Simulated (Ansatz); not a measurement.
A run of Ansatz 0.2.0 is set up as follows.

The input input.yaml:

```yaml
crystal:
  lattice:
    - [3.9998, 0.0, 0.0]
    - [0.0, 3.9998, 0.0]
    - [0.0, 0.0, 4.018]
  atoms:
    - { symbol: Ba, position: [0.9955672, 0.99064074, 0.00350343] }
    - { symbol: Ti, position: [0.50253669, 0.49192337, 0.46876577] }
    - { symbol: O, position: [0.47921894, 0.51432389, 0.00640652] }
    - { symbol: O, position: [0.50273092, 0.003299, 0.50938249] }
    - { symbol: O, position: [0.01994626, 0.499813, 0.5399418] }
hamiltonian:
  xc: pbesol
  pseudopotentials: { kind: paw }
  dispersion: d3bj
kpoints:
  mp_grid: { grid: [7, 7, 7] }
scf:
  occupations: { method: fermi_dirac, width: 0.05 }
output:
  forces: true
  stress: true
  eigenvalues: true
  write_density: true
  write_potential: true
  elf: true
  volumetric_format: npy
relax:
  f_tol: 0.01
  max_steps: 40
  cell: { stress_tol: 0.05 }
```

Potentials or basis: Ansatz PAW.

The run is started by

```sh
$ ansatz run input.yaml --threads 2 --pin off --max-ram 5632MiB --backend cpu --events-out ev --progress --plain --runs-dir out
```

(1) Predict the relaxed volume.

(2) Estimate the band gap on the k mesh.

(3) Predict the relaxed cell.

Results:

(1) 12.35 Å³/atom.

(2) 2.21 eV, indirect (least direct gap 2.33 eV).

(3) a = 3.953 Å, b = 3.952 Å, c = 3.953 Å, α = 89.94°, β = 89.94°, γ = 89.94°.

Caveat: odd divisions of the mesh miss points on the zone boundary, where band edges often lie, so the gap on the mesh can be too wide; the plane-wave basis is chosen anew once the cell has moved, so the energies of steps on either side of that aren't comparable; the pressure holds a Pulay correction of +0.6 GPa for the finite cutoff; spin-orbit coupling is left out, which moves the levels of the heavy elements; the PAW data sets come from PBE, with cores solved anew for the run's functional, which leaves a small shift of forces and pressure.
